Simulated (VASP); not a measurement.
Here is a VASP 6.6.1 calculation.

The input INCAR:

```
PREC = Accurate
ENCUT = 300
EDIFF = 1E-7
ISMEAR = 0
SIGMA = 0.03
LREAL = False
LASPH = True
NELM = 80
ALGO = Normal
ISIF = 3
LWAVE = False
LCHARG = False
GGA = PE
IBRION = 2
NSW = 90
EDIFFG = -0.005
```

KPOINTS

```
Automatic mesh
0
Gamma
  5 5 5
```

File POSCAR:

```
GaAs                                    
1.0
   -0.0000000000      2.8814835515      2.8814835515
    2.8814835515     -0.0000000000      2.8814835515
    2.8814835515      2.8814835515      0.0000000000
  Ga              As            
     1     1
Direct
     0.0000000000000000    0.0000000000000000    0.0000000000000000
     0.2500000000000000    0.2500000000000000    0.2500000000000000
```

Potentials or basis: VASP PAW PBE potentials, release 64 (Ga, As).

Run with:

```bash
$ cat potpaw_PBE.64/Ga/POTCAR potpaw_PBE.64/As/POTCAR > POTCAR
$ mpirun -np 1 vasp_std > vasp.out
```

(1) Predict the relaxed volume.

(2) What does it give for the space group after relaxing (to 0.05 Å)?

Results:

(1) 23.89 Å³/atom.

(2) F-43m (No. 216).
